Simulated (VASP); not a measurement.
Runs of VASP 6.6.1 on Sb. Symmetry: R-3m, No. 166, trigonal system. Conventional cell: a = 4.308 Å, b = 4.308 Å, c = 11.274 Å, α = 90.00°, β = 90.00°, γ = 120.00°. Sb (site symmetry 3m) is surrounded by 3 Sb at 2.91 Å. 

```tsv
task	level	potentials or basis	spin	k mesh	cutoff (eV)	smearing	ladder	k mesh for the DOS	mesh quality	gap on the mesh (eV)	pressure (GPa)	V0 of scaled cells (Å³/atom)	B0 (GPa)	largest force (eV/Å)
single point	PBE	VASP PAW PBE potentials, release 64 (Sb_d_GW)	off	5 × 5 × 5	450	gaussian 0.02 eV	-	-	not flagged	0.38	(a)	-	-	0.03
single point	PBE	VASP PAW PBE potentials, release 64 (Sb_d_GW)	off	4 × 4 × 4	450	gaussian 0.02 eV	-	-	coarse	0.12	2.7	-	-	0.04
single point	PBEsol	VASP PAW PBE potentials, release 64 (Sb)	off	8 × 8 × 8	520	gaussian 0.1 eV	-	-	not flagged	none	0.2	-	-	0.15
single point	PBE	VASP PAW PBE potentials, release 64 (Sb_d_GW)	off	4 × 4 × 4	500	gaussian 0.02 eV	-	-	coarse	0.12	2.7	-	-	0.06
single point	PBE	VASP PAW PBE potentials, release 64 (Sb)	off	8 × 8 × 8	520	fermi-dirac 0.05 eV	-	-	not flagged	none	2.8	-	-	0.20
equation of state	PBE	VASP PAW PBE potentials, release 64 (Sb)	off	8 × 8 × 8	520	fermi-dirac 0.05 eV	-	-	not flagged	-	-	31.71	51	-
single point	PBEsol	VASP PAW PBE potentials, release 64 (Sb)	off	8 × 8 × 8	520	fermi-dirac 0.05 eV	free	-	not flagged	none	0.2	-	-	0.16
single point	LDA	VASP PAW LDA potentials, release 64 (Sb)	off	8 × 8 × 8	500	gaussian 0.05 eV	-	-	not flagged	none	(d)	-	-	0.06
equation of state	PBEsol	VASP PAW PBE potentials, release 64 (Sb)	off	8 × 8 × 8	520	fermi-dirac 0.05 eV	free	-	not flagged	-	-	(b)	58	-
single point	PBE	VASP PAW PBE potentials, release 64 (Sb_d_GW)	off	5 × 5 × 5	500	gaussian 0.02 eV	-	-	not flagged	0.38	2.8	-	-	0.04
single point	PBE	VASP PAW PBE potentials, release 64 (Sb)	off	8 × 8 × 8	520	gaussian 0.05 eV	-	-	not flagged	none	2.8	-	-	(c)
```

Alike in all rows: cell as given.

Task: Estimate the missing entries.

Result: (a) 2.6; (b) 30.31; (c) 0.19; (d) -0.9.

Caveats: some runs use coarse meshes; spin-orbit coupling is left out, which moves the levels of the heavy elements (some runs); the PAW data sets were made with another functional, which shifts forces and pressure a little (some runs); an odd mesh through Γ misses points on the zone boundary, where band edges often lie (some runs); the cell was scaled at fixed shape and fractional positions, which overstates the stiffness of a crystal with free parameters, most of all of layers and chains (some runs).

A k mesh can miss the band edges, and the runs leave out spin-orbit coupling on Sb.

A gap of «none» marks a metal or a gap under the smearing width.

Not every run made on this cell is shown here.
